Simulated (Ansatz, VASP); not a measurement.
**Two plane-wave programs on Cr**

```xyz
2
Lattice="2.0763 0.0000 0.0000 -1.0382 1.7982 0.0000 0.0000 0.0000 3.3225" Properties=species:S:1:pos:R:3 pbc="T T T"
Cr    0.0000    1.1988    0.8306
Cr    1.0382    0.5994    2.4919
```

Change from the starting cell: volume scaled by 0.52, PAW files.

Alike in both runs: task single point; functional PBE; k mesh 17 × 17 × 9; occupations fermi-dirac, width 0.1 eV; no spin polarisation.

```csv
,VASP,Ansatz
version,VASP 6.6.1,Ansatz 0.2.0
potentials or method,"VASP PAW PBE potentials, release 64 (Cr_pv)","PAW with Ansatz's default frozen-core files, scalar-relativistic"
plane-wave cutoff (eV),520,420
valence electrons in the cell,24,28
```

```csv
,VASP,Ansatz,Ansatz less VASP
pressure (GPa),551.9,525.5,-26.36
largest component of the traceless stress (GPa),1.68,0.10,-1.575
```

The functional is the same, so the differences come from potentials, cutoffs and numerics. The two sets of potentials don't hold the same shells in valence.

Caveats: the cell as given lies far from equilibrium; so large a pressure means that the cell lies far from this level's equilibrium, or that cutoff or potentials fall short (VASP); the run has no spin polarisation, though such a crystal can be magnetic. Spin polarisation is off, so any magnetic state and its effect on volume and gap are missing.
